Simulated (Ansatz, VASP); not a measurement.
AgI: VASP beside Ansatz

The input INCAR:

```
SYSTEM = AgI
ALGO = Fast
EDIFF = 1E-6
EDIFFG = -0.001
ENCUT = 600
GGA = PS
IBRION = 2
ISIF = 3
ISMEAR = 0
LASPH = .True.
LCHARG = .False.
LREAL = .False.
LWAVE = .False.
NELM = 100
NSW = 80
PREC = Accurate
SIGMA = 0.01
```

The input KPOINTS:

```
k-points
0
Gamma
  8 8 8
  0 0 0
```

File POSCAR:

```
AgI
1.0
    0.0000000000      3.2250960262      3.2250960262
    3.2250960262      0.0000000000      3.2250960262
    3.2250960262      3.2250960262      0.0000000000
Ag I
1 1
Direct
    0.0000000000      0.0000000000      0.0000000000
    0.2500000000      0.2500000000      0.2500000000
```

Input for Ansatz:

```yaml
crystal:
  lattice:
    - [0.0, 3.2250960499, 3.2250960499]
    - [3.2250960499, 0.0, 3.2250960499]
    - [3.2250960499, 3.2250960499, 0.0]
  atoms:
    - { symbol: Ag, position: [0.0, 0.0, 0.0] }
    - { symbol: I, position: [0.25, 0.25, 0.25] }
basis:
  ecutwfc: 420
kpoints:
  mp_grid: { grid: [8, 8, 8] }
hamiltonian:
  xc: pbesol
scf:
  occupations: { method: fixed }
output:
  forces: true
  stress: true
  eigenvalues: true
relax:
  adjacent_minimum: "off"
  f_tol: 0.001
  max_steps: 60
  cell: { stress_tol: 0.01 }
```

Alike in both runs: task relaxation of cell and atoms; functional PBEsol; k mesh 8 × 8 × 8; no spin polarisation.

```csv
,VASP,Ansatz
version,VASP 6.6.1,Ansatz 0.2.0
potentials or method,"VASP PAW PBE potentials, release 64 (Ag, I)","scalar-relativistic, plane waves, PAW"
plane-wave cutoff (eV),600,420
occupations,"gaussian, width 0.01 eV",fixed
valence electrons in the cell,18,36
```

Ansatz gave:

| Item | Value |
| --- | --- |
| gap on the k mesh at the Fermi level, each at its own relaxed structure (eV) | 1.20 |
| relaxed volume (Å³/atom) | 33.55 |
| relaxed cell length with the largest relative difference (Å) | 4.561 |

Question: What did VASP give for the same quantities?

Answer: gap on the k mesh at the Fermi level, each at its own relaxed structure (eV): 1.20; relaxed volume (Å³/atom): 33.50; relaxed cell length with the largest relative difference (Å): 4.559.

The two sets of potentials don't hold the same shells in valence.

Caveats: the PAW data sets were made with another functional, which shifts forces and pressure a little (VASP); spin-orbit coupling is left out, which moves the levels of the heavy elements.
